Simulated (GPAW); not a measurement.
The system is ZnAu.

```
Au Zn
1.0
     3.14700    0.00000    0.00000
     0.00000    3.14700    0.00000
     0.00000    0.00000    3.14700
Au Zn
1 1
Direct
  0.00000 0.00000 0.00000
  0.50000 0.50000 0.50000
```

| Property | Result |
| --- | --- |
| Program | GPAW 26.7.0 |
| Task | single point |
| Functional | PBE |
| Potentials or basis | GPAW PAW data sets (gpaw-data 1.2.1) |
| Cutoff | 600 eV |
| Basis | pw |
| k mesh | 8 × 8 × 8 |
| Occupations | fermi-dirac, width 0.05 eV |
| Spin | no spin polarisation |

On this cell: pressure 5.5 GPa; largest force zero by symmetry; band gap on the k mesh none (metal or under the smearing width).

The same run follows on a disturbed copy (atoms moved at random, drawn with an rms of 0.05 Å):

```
CELL_PARAMETERS angstrom
3.14700 0.00000 0.00000
0.00000 3.14700 0.00000
0.00000 0.00000 3.14700
ATOMIC_POSITIONS crystal
Au 0.00445 0.99697 0.98940
Zn 0.48516 0.51545 0.50244
```

**Question.** What changes?

**Answer.** The energy (extrapolated to zero smearing) moves by +8.8 meV/atom; pressure 6.0 GPa; largest force 0.384 eV/Å; band gap on the k mesh none (metal or under the smearing width).

Forces on the atoms (eV/Å):
```
Au  -0.248  0.238  0.170
Zn   0.248 -0.238 -0.170
```

Stress tensor (GPa, compression positive):
```
 5.96 -0.36 -0.26
-0.36  5.98  0.25
-0.26  0.25  6.06
```

Caveats: with this Au data set, volumes or pressures lay over 1.5 % or 2 GPa off other programs in two to four cells of ten.
